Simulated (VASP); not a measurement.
# Al (Fm-3m) in VASP: further runs

One crystal, Al, is run at these levels: PBE+D3(BJ); tasks: relaxation of cell and atoms, vibrations by finite differences.

All numbers are computed with VASP 6.6.1; they aren't measurements. Logs are shortened: lines on timing, memory, paths and dates and some standing lists are left out, and cuts for length are marked.

**1. The structure**

The structure is cubic, space group Fm-3m (No. 225). Conventional cell: a = 4.050 Å, b = 4.050 Å, c = 4.050 Å, α = 90.00°, β = 90.00°, γ = 90.00°. Al (site symmetry m-3m) has 12 Al at 2.86 Å as nearest neighbours.

**2. Relaxation of cell and atoms, PBE+D3(BJ)**

The input, INCAR:

```
PREC = Accurate
ENCUT = 520
EDIFF = 1E-7
ISMEAR = 0
SIGMA = 0.1
LREAL = F
LASPH = T
NELM = 100
ALGO = Normal
ISIF = 3
LWAVE = F
LCHARG = F
GGA = PE
IVDW = 12
IBRION = 2
NSW = 80
EDIFFG = -0.002
```

The input, KPOINTS:

```
regular mesh
0
Gamma
  18 18 18
```

The input, POSCAR:

```
Al
1.0
    0.0000000000      2.0248050000      2.0248050000
    2.0248050000      0.0000000000      2.0248050000
    2.0248050000      2.0248050000      0.0000000000
Al
1
Direct
    0.0000000000      0.0000000000      0.0000000000
```

Potentials or basis: VASP PAW PBE potentials, release 64 (Al).

Command:

```sh
> cat potpaw_PBE.64/Al/POTCAR > POTCAR
> mpirun -np 1 vasp_std > vasp.out
```

OUTCAR:

```text
PREC = Accurate
   ENCUT = 520
   EDIFF = 1E-7
   ISMEAR = 0
   LREAL = F
   LASPH = T
   NELM = 100
   ISIF = 3
   GGA = PE
   IVDW = 12
   IBRION = 2
   NSW = 80
   EDIFFG = -0.002
 IVDW          = 12

 ion  position               nearest neighbor table
   1  0.000  0.000  0.000-

  LATTYP: Found a face centered cubic cell.
 ALAT       =     4.0496100000

  Lattice vectors:

 A1 = (   0.0000000000,   2.0248050000,   2.0248050000)
 A2 = (   2.0248050000,   0.0000000000,   2.0248050000)
 A3 = (   2.0248050000,   2.0248050000,   0.0000000000)

Analysis of symmetry for initial positions (statically):
=====================================================================
 Subroutine PRICEL returns:
 Original cell was already a primitive cell.

 Routine SETGRP: Setting up the symmetry group for a
 face centered cubic supercell.

 Subroutine GETGRP returns: Found 48 space group operations
 (whereof 48 operations were pure point group operations)
 out of a pool of 48 trial point group operations.

The static configuration has the point symmetry O_h .

Analysis of symmetry for dynamics (positions and initial velocities):
=====================================================================
 Subroutine PRICEL returns:
 Original cell was already a primitive cell.

 Routine SETGRP: Setting up the symmetry group for a
 face centered cubic supercell.

 Subroutine GETGRP returns: Found 48 space group operations
 (whereof 48 operations were pure point group operations)
 out of a pool of 48 trial point group operations.

The dynamic configuration has the point symmetry O_h .

 Subroutine INISYM returns: Found 48 space group operations
 (whereof 48 operations are pure point group operations),
 and found     1 'primitive' translations

----------------------------------------------------------------------------------------

                                     Primitive cell

  volume of cell :      16.6027

  direct lattice vectors                    reciprocal lattice vectors
     0.000000000  2.024805000  2.024805000    -0.246937359  0.246937359  0.246937359
     2.024805000  0.000000000  2.024805000     0.246937359 -0.246937359  0.246937359
     2.024805000  2.024805000  0.000000000     0.246937359  0.246937359 -0.246937359

  length of vectors
     2.863506692  2.863506692  2.863506692     0.427708053  0.427708053  0.427708053

  position of ions in fractional coordinates (direct lattice)
     0.000000000  0.000000000  0.000000000

  ion indices of the primitive-cell ions
   primitive index   ion index
                 1           1

----------------------------------------------------------------------------------------

 KPOINTS: regular mesh

Automatic generation of k-mesh.
 Grid dimensions read from file:
 generate k-points for:   18   18   18

 Generating k-lattice:

  Cartesian coordinates                     Fractional coordinates (reciprocal lattice)
    -0.013718742  0.013718742  0.013718742     0.055555556  0.000000000  0.000000000
     0.013718742 -0.013718742  0.013718742     0.000000000  0.055555556  0.000000000
     0.013718742  0.013718742 -0.013718742     0.000000000  0.000000000  0.055555556

  Length of vectors
     0.023761558  0.023761558  0.023761558

  Shift w.r.t. Gamma in fractional coordinates (k-lattice)
     0.000000000  0.000000000  0.000000000

 Subroutine IBZKPT returns following result:
 ===========================================

 Found    195 irreducible k-points:

 Following reciprocal coordinates:
            Coordinates               Weight
  0.000000  0.000000  0.000000      1.000000
  0.055556  0.000000  0.000000      8.000000
  0.111111  0.000000  0.000000      8.000000
  0.166667  0.000000  0.000000      8.000000
  0.222222  0.000000  0.000000      8.000000
  0.277778  0.000000  0.000000      8.000000
[... 16 lines left out ...]
 -0.277778  0.055556  0.000000     24.000000
 -0.222222  0.055556  0.000000     24.000000
 [... further k-points ...]
   k-points           NKPTS =    195   k-points in BZ     NKDIM =    195   number of bands    NBANDS=      5
   number of dos      NEDOS =    301   number of ions     NIONS =      1
   total plane-waves  NPLWV =  13824
   dimension x,y,z NGX =    24 NGY =   24 NGZ =   24
   dimension x,y,z NGXF=    48 NGYF=   48 NGZF=   48
   ions per type =               1
   NGX,Y,Z   is equivalent  to a cutoff of  13.93, 13.93, 13.93 a.u.
   NGXF,Y,Z  is equivalent  to a cutoff of  27.87, 27.87, 27.87 a.u.
 SYSTEM =  unknown system
   PREC   = accura    normal or accurate (medium, high low for compatibility)
   ISTART =      0    job   : 0-new  1-cont  2-samecut
   ICHARG =      2    charge: 1-file 2-atom 10-const
   ISPIN  =      1    spin polarized calculation?
   LNONCOLLINEAR =      F non collinear calculations
   LSORBIT =      F    spin-orbit coupling
   LASPH  =      T    aspherical Exc in radial PAW
   ENCUT  =  520.0 eV  38.22 Ry    6.18 a.u.   5.32  5.32  5.32*2*pi/ulx,y,z
   NELM   =    100;   NELMIN=  2; NELMDL= -5     # of ELM steps
   EDIFF  = 0.1E-06   stopping-criterion for ELM
   LREAL  =      F    real-space projection
   EDIFFG = -.2E-02   stopping-criterion for IOM
   NSW    =     80    number of steps for IOM
   IBRION =      2    ionic relax: 0-MD 1-quasi-New 2-CG
   NFREE  =      1    steps in history (QN), initial steepest desc. (CG)
   ISIF   =      3    stress and relaxation
   ISYM   =      2    0-nonsym 1-usesym 2-fastsym
   POTIM  = 0.5000    time-step for ionic-motion
   TEBEG  =    0.0;   TEEND  =   0.0 temperature during run
   PSTRESS=    0.0 pullay stress
   NELECT =       3.0000    total number of electrons
   NUPDOWN=      -1.0000    fix difference up-down
   EMIN   =  10.00;   EMAX   =-10.00  energy-range for DOS
   EFERMI =   0.00;   METHOD = LEGACY
   ISMEAR =     0;   SIGMA  =   0.10  broadening in eV -4-tet -1-fermi 0-gaus
   EFERMI_NEDOS =   21; number of points for ismear=-14 and -15
   IALGO  =     38    algorithm
   IMIX   =      4    mixing-type and parameters
     AMIX     =   0.40;   BMIX     =  1.00
     AMIX_MAG =   1.60;   BMIX_MAG =  1.00
  volume/ion in A,a.u.               =      16.60       112.04
  Fermi-wavevector in a.u.,A,eV,Ry     =   0.925526  1.748991 11.654733  0.856599
  Thomas-Fermi vector in A             =   2.051390
   LORBIT       =      0    0 simple, 1 ext, 2 COOP (PROOUT), +10 PAW based schemes
   GGA     = PE    functional components
   LHFCALC =     F    Hartree Fock is set to
   AEXX    =    0.0000 exact exchange contribution
   IVDW    =    12    specifies the selected vdW correction
   LEPSILON=     F    determine dielectric tensor
   LRPA    =     F    only Hartree local field effects (RPA)
 conjugate gradient relaxation of ions
 non-spin polarized calculation
 Gauss-broadening in eV      SIGMA  =   0.10
  energy-cutoff  :      520.00
  volume of cell :       16.60
 maximum number of plane-waves:       459
 NGX is ok and might be reduce to    24
   NGX = 11   NGY = 11   NGZ = 11

--------------------------------------- Ionic step        1  -------------------------------------------

 number of electron       3.0000000 magnetization

 Free energy of the ion-electron system (eV)
  ---------------------------------------------------
  ext. energy  EPLUGINS =         0.00000000
  ---------------------------------------------------
  free energy    TOTEN  =        -3.74436380 eV

  energy without entropy =       -3.74148553  energy(sigma->0) =       -3.74292466

------------------------ aborting loop because EDIFF is reached ----------------------------------------

 Edisp (eV)   -0.33416

 E8    (eV) :    -0.1494

  FORCE on cell =-STRESS in cart. coord.  units (eV):
  Direction    XX          YY          ZZ          XY          YZ          ZX
  --------------------------------------------------------------------------------------
  -------------------------------------------------------------------------------------
  Total      -0.39890    -0.39890    -0.39890     0.00000     0.00000     0.00000
  in kB     -38.49396   -38.49396   -38.49396     0.00000     0.00000     0.00000
  external pressure =      -38.49 kB  Pullay stress =        0.00 kB
[... 59 lines left out ...]
  energy  without entropy=       -4.0857582971  energy(sigma->0) =       -4.08720698

--------------------------------------- Ionic step        3  -------------------------------------------

 number of electron       3.0000000 magnetization

 Free energy of the ion-electron system (eV)
  ---------------------------------------------------
  ext. energy  EPLUGINS =         0.00000000
  ---------------------------------------------------
  free energy    TOTEN  =        -3.73657797 eV

  energy without entropy =       -3.73364162  energy(sigma->0) =       -3.73510979

 E-fermi :   8.4693     XC(G=0): -10.3591

 val. band max:        8.4683898487   @ k =  -0.4444   0.3333   0.1111
 cond. band min:       8.4942026379   @ k =  -0.2222   0.3889   0.1667
 fundamental gap:      0.0258127892
 Fermi energy:         8.4693015822

 k-point     1 :       0.0000    0.0000    0.0000
  band No.  band energies     occupation
      1      -2.9727      2.00000
      2      21.3437      0.00000
      3      21.3437      0.00000
      4      21.3437      0.00000
      5      23.1803      0.00000

 k-point     2 :       0.0556    0.0000    0.0000
  band No.  band energies     occupation
      1      -2.8863      2.00000
      2      19.8487      0.00000
      3      21.0698      0.00000
      4      21.0698      0.00000
      5      23.5912      0.00000
[... 169 lines left out ...]
 k-point    24 :      -0.2222    0.0556    0.0000
  band No.  band energies     occupation
      1      -1.2830      2.00000
      2      12.4150      0.00000
      3      18.0406      0.00000
      4      20.9656      0.00000
      5      22.7637      0.00000

 [... further k-points ...]

------------------------ aborting loop because EDIFF is reached ----------------------------------------

 Edisp (eV)   -0.35231

 E8    (eV) :    -0.1577

  FORCE on cell =-STRESS in cart. coord.  units (eV):
  Direction    XX          YY          ZZ          XY          YZ          ZX
  --------------------------------------------------------------------------------------
  -------------------------------------------------------------------------------------
  Total       0.00059     0.00059     0.00059    -0.00000     0.00000     0.00000
  in kB       0.06003     0.06003     0.06003    -0.00000     0.00000     0.00000
  external pressure =        0.06 kB  Pullay stress =        0.00 kB
[... 16 lines left out ...]
  FREE ENERGIE OF THE ION-ELECTRON SYSTEM (eV)
  ---------------------------------------------------
  free  energy   TOTEN  =        -4.0888917849 eV

  energy  without entropy=       -4.0859554303  energy(sigma->0) =       -4.08742361

 reached required accuracy - stopping structural energy minimisation
```

Run time: 10 s. Hardware: 1 thread of Intel Xeon Platinum 8559C (Emerald Rapids), shared host; peak memory 0.15 GiB.

Results:

* Free energy: -4.0889 eV
* Relaxed volume: 15.78 Å³/atom
* Relaxed cell: a = 2.815 Å, b = 2.815 Å, c = 2.815 Å, α = 60.00°, β = 60.00°, γ = 60.00°
* Space group after relaxing (to 0.05 Å): Fm-3m (No. 225)
* Energy gained by relaxing: 10.4 meV/atom
* Ionic steps: 3
* Pressure after relaxing: 0.0 GPa
* Band gap on the k mesh: none (metal or under the smearing width)
* Dispersion energy per atom: -0.352 eV

The path:
| step | energy change (eV) | largest force (eV/Å) | pressure (GPa) | volume (Å³) |
| --- | --- | --- | --- | --- |
| 1 | 0.0000 | 0.0000 | -3.85 | 16.60 |
| 2 | -0.0101 | 0.0000 | 0.65 | 15.66 |
| 3 | -0.0104 | 0.0000 | 0.01 | 15.78 |

Final structure:
```
Al
1.0
     0.00000    1.99077    1.99077
     1.99077    0.00000    1.99077
     1.99077    1.99077    0.00000
Al
1
Direct
  0.00000 0.00000 0.00000
```

Caveat: pairwise dispersion overbinds metals, which lowers pressure and volume.

(Continued in part 2 of 2.)
